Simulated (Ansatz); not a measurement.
**Cu2O: Cu vacancy**

These are results of Ansatz 0.2.0, DFT PBE, scalar-relativistic, plane waves, PAW, not measurements. (420 eV cutoff, 3×3×3 k-mesh, Gaussian smearing of 0.02 eV, collinear spin)

Host crystal, relaxed:

```yaml
crystal:
  lattice:
    - [4.29822, 0.00000, 0.00000]
    - [0.00000, 4.29822, 0.00000]
    - [0.00000, 0.00000, 4.29822]
  atoms:
    - { symbol: Cu, position: [0.25000, 0.25000, 0.75000] }
    - { symbol: Cu, position: [0.75000, 0.25000, 0.25000] }
    - { symbol: Cu, position: [0.25000, 0.75000, 0.25000] }
    - { symbol: Cu, position: [0.75000, 0.75000, 0.75000] }
    - { symbol: O, position: [0.50000, 0.50000, 0.50000] }
    - { symbol: O, position: [0.00000, 0.00000, 0.00000] }
```

Supercell of 24 atoms, rows in host cell vectors: -1 1 1; 1 -1 1; 1 1 -1. Atoms relax at the host's cell from a start displaced at random by 0.06 Å near the defect, so other minima may exist. The cell is small, so energies carry finite-size errors of tenths of an eV. The host's Kohn–Sham gap is 0.48 eV.

Starting moments were lost in some runs.

Defect: Cu vacancy, charge -1.

Command:

```bash
ansatz run input.yaml --threads 4 --pin off --max-ram 8192MiB --backend cpu --events-out ev --progress --plain --runs-dir out
```

The input:

```yaml
crystal:
  lattice:
    - [-4.2982238188, 4.2982238188, 4.2982238188]
    - [4.2982238188, -4.2982238188, 4.2982238188]
    - [4.2982238188, 4.2982238188, -4.2982238188]
  atoms:
    - { symbol: Cu, position: [-0.0004099539, -0.0005781158, 0.2495132825] }
    - { symbol: Cu, position: [-0.0003448313, 0.499501144, 0.7496792613] }
    - { symbol: Cu, position: [0.499691619, -0.0005132597, 0.7496785523] }
    - { symbol: Cu, position: [0.2568458302, 0.4995678233, 0.4982583481] }
    - { symbol: Cu, position: [0.7552234004, 0.0106523991, 0.5052038928] }
    - { symbol: Cu, position: [0.7424488411, 0.4993676128, 0.0010335444] }
    - { symbol: Cu, position: [0.2441702165, -0.0116685038, -0.0059201572] }
    - { symbol: Cu, position: [0.4996489721, 0.2568165245, 0.4982022086] }
    - { symbol: Cu, position: [0.0107587055, 0.7550625678, 0.5051980424] }
    - { symbol: Cu, position: [-0.0114404229, 0.2439435737, -0.0059020541] }
    - { symbol: Cu, position: [0.4996876325, 0.7421258309, 0.0011158196] }
    - { symbol: Cu, position: [0.7423981204, 0.7423353627, 0.7409511262] }
    - { symbol: Cu, position: [0.2568880121, 0.256586883, 0.7581735008] }
    - { symbol: Cu, position: [0.2441977386, 0.7551448404, 0.2497395716] }
    - { symbol: Cu, position: [0.7552143643, 0.2438761074, 0.2496504459] }
    - { symbol: O, position: [0.4979757035, 0.5022255066, 0.4920164192], spin: 1.0 }
    - { symbol: O, position: [0.0042382174, 0.004085568, 0.5052597032] }
    - { symbol: O, position: [-0.0048599533, 0.4995503404, 0.0008339426] }
    - { symbol: O, position: [0.4997082168, -0.0052727039, 0.0007564761] }
    - { symbol: O, position: [-0.004913226, -0.0051332031, -0.0061522422] }
    - { symbol: O, position: [0.4989564675, 0.4930593995, 0.0046563748], spin: 1.0 }
    - { symbol: O, position: [0.4997191422, 0.0042711019, 0.4986260798] }
    - { symbol: O, position: [0.0042294397, 0.4994950887, 0.4985557807] }
  host:
    lattice:
      - [4.2982238188, 0.0, 0.0]
      - [0.0, 4.2982238188, 0.0]
      - [0.0, 0.0, 4.2982238188]
    atoms:
      - { symbol: Cu, position: [0.25, 0.25, 0.75] }
      - { symbol: Cu, position: [0.75, 0.25, 0.25] }
      - { symbol: Cu, position: [0.25, 0.75, 0.25] }
      - { symbol: Cu, position: [0.75, 0.75, 0.75] }
      - { symbol: O, position: [0.5, 0.5, 0.5] }
      - { symbol: O, position: [0.0, 0.0, 0.0] }
total_charge: -1
basis:
  ecutwfc: 420
  xc_grid: 2
kpoints:
  mp_grid: { grid: [3, 3, 3], shift: [0.0, 0.0, 0.0] }
hamiltonian:
  xc: pbe
scf:
  occupations: { method: gaussian, width: 0.02 }
output:
  forces: true
  stress: false
  eigenvalues: true
  populations: true
  charged_corrections:
    defect_position: [0.5, 0.5, 0.25]
    epsilon: [[9.7515, 0.0, 0.0], [0.0, 9.7515, 0.0], [0.0, 0.0, 9.7515]]
  write_density: true
  write_potential: true
  elf: true
  volumetric_format: npy
magnetization:
  spin_polarized: true
relax:
  adjacent_minimum: "off"
  f_tol: 0.025
  max_steps: 45
```

From the output:

```
Warning: RAYON_NUM_THREADS=4 ignored (pool sized by the plan → 4); use --threads N
Crystal: 23 atoms, lattice volume = 317.634 Å³
Basis set: ecut = 420 eV, 6339 PW (Γ), exchange–correlation on 100×100×100 points (8 copies of the dense FFT grid, shifted against one another)
Bands: 202, of which v1, the nominal top of the filled ones, is band 167 counted from 1 (166 counted from 0)
Symmetry: 1 space group operations
Space group: P1 (ITA 1), of the structure as read, at distance tolerance 6.8e-5 Å
k-points: 14 of 27 (time reversal used)
relax step   1: F+E_penalty+E_count = -103896.81798296 eV  Δ(F+E_penalty+E_count) = +0.000e0 eV  max|allowed force component| = 7.667e-1 eV/Å  Δτ_max = 0.0000 Å
relax step   2: F+E_penalty+E_count = -103896.83746217 eV  Δ(F+E_penalty+E_count) = -1.948e-2 eV  max|allowed force component| = 5.191e-1 eV/Å  Δτ_max = 0.0261 Å
relax step   3: F+E_penalty+E_count = -103896.85475220 eV  Δ(F+E_penalty+E_count) = -1.729e-2 eV  max|allowed force component| = 1.855e-2 eV/Å  Δτ_max = 0.0543 Å
relax step   4: F+E_penalty+E_count = -103896.85475449 eV  Δ(F+E_penalty+E_count) = -2.298e-6 eV  max|allowed force component| = 1.848e-2 eV/Å  Δτ_max = 0.0000 Å
SCF converged after 5 iterations
Free energy (F): -103896.854754 eV
E sigma→0 (E₀):  -103896.854754 eV
Fermi energy:    9.923566 eV
```

The relaxation gained 0.04 eV in 4 steps. The run took 7.9 min on 4 threads of Intel(R) Xeon(R) Processor @ 2.70GHz, on a shared host, peak memory 2.3 GiB.